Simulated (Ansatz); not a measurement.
Runs of Ansatz 0.2.0 on KCl (Sylvite). Symmetry: Fm-3m, No. 225, cubic system. The conventional cell has a = 6.293 Å, b = 6.293 Å, c = 6.293 Å, α = 90.00°, β = 90.00°, γ = 90.00°. Around K (site symmetry m-3m) lie 6 Cl at 3.15 Å. Cl (site symmetry m-3m) has 6 K at 3.15 Å as nearest neighbours. 

| task | level | potentials or basis | k mesh | cutoff (eV) | basis error allowed | gap on the mesh (eV) | pressure (GPa) |
| --- | --- | --- | --- | --- | --- | --- | --- |
| single point | PBEsol | all-electron PAW datasets made for the crystal | 6 × 6 × 6 | 220 | - | 5.03 | -0.4 |
| single point | PBE0 | all-electron PAW datasets made for the crystal | 6 × 6 × 6 | 250 | - | (a) | 0.4 |
| single point | HSE06 | all-electron PAW datasets made for the crystal | 6 × 6 × 6 | 250 | - | 6.50 | 0.4 |
| single point | PBEsol | all-electron LAPW, scalar-relativistic | 7 × 7 × 7 | 140 | 0.001 eV/atom | 5.03 | -0.4 |

Alike in all rows: no spin polarisation; cell as given; smearing fermi-dirac 0.05 eV.

Q: Fill in the values left out.

A: (a) 7.24.

Caveats: an odd mesh through Γ misses points on the zone boundary, where band edges often lie (some runs).

The runs don't all hold the same shells in valence.
